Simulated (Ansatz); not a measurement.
Runs of Ansatz 0.2.0 on CoO. All rows change the cell; the cell of one of them follows. Symmetry: R3m, No. 160, trigonal system. The conventional cell has a = 3.452 Å, b = 3.452 Å, c = 8.294 Å, α = 90.00°, β = 90.00°, γ = 120.00°. Around Co (site symmetry 3m) lie 4 O at 2.06 to 2.12 Å. O (site symmetry 3m) is surrounded by 4 Co at 2.06 to 2.12 Å. Measurements of this composition are mostly on another form, of space group No. 225.

```tsv
task	level	potentials or basis	spin	U	cell	k mesh	cutoff (eV)	smearing	double counting	points for each segment of the path	hubbard projectors	driver	gap on the mesh (eV)	pressure (GPa)	moment (μB)	largest force (eV/Å)
band structure	PBEsol+D3(BJ)+U	Ansatz PAW	collinear, program default start	Co d U = 4 eV	volume scaled by 1.25	9 × 9 × 9	420	fermi-dirac 0.01 eV	amf	14	ortho-atomic (the default)	-	0.08	-19.5	3.00	0.10
density of states	RPBE+D4+U	PseudoDojo standard	collinear, program default start	Co d U = 3 eV	volume scaled by 1.08	10 × 10 × 10	1306	cold 0.1 eV	fll (the default)	-	ortho-atomic	chain	(a)	-0.1	3.00	0.32
band structure	PBEsol+D3(BJ)+U	Ansatz PAW	collinear, program default start	Co d U = 4 eV	volume scaled by 1.25	9 × 9 × 9	420	fermi-dirac 0.01 eV	amf	14	ortho-atomic (the default)	chain	0.08	-19.5	3.00	0.10
density of states	m-r2SCAN	PseudoDojo standard	collinear, ferromagnetic start	-	cell strained at random at fixed volume	8 × 8 × 8	1306	cold 0.15 eV	-	-	-	chain	none	-16.5	1.61	-
```

Estimate the missing entries.

(a) 0.58.

Caveats: the magnetic or orbital state may not be the lowest; a cell with one magnetic atom can't hold antiferromagnetic order, which such compounds often take; the k mesh misses the band edges, so the gap on the mesh is wider than the one along the path (some runs); the potentials were made for another functional, which shifts forces and pressure (some runs); the PAW data sets come from PBE, with cores solved anew for the run's functional, which leaves a small shift of forces and pressure (some runs); the meta-GGA runs on potentials made for a GGA (some runs); semilocal functionals often make such compounds metallic where correlation or magnetic order opens a gap, which also shifts bond lengths (some runs).

A gap of «none» marks a metal or a gap under the smearing width.

Runs at the PBE level aren't shown here.
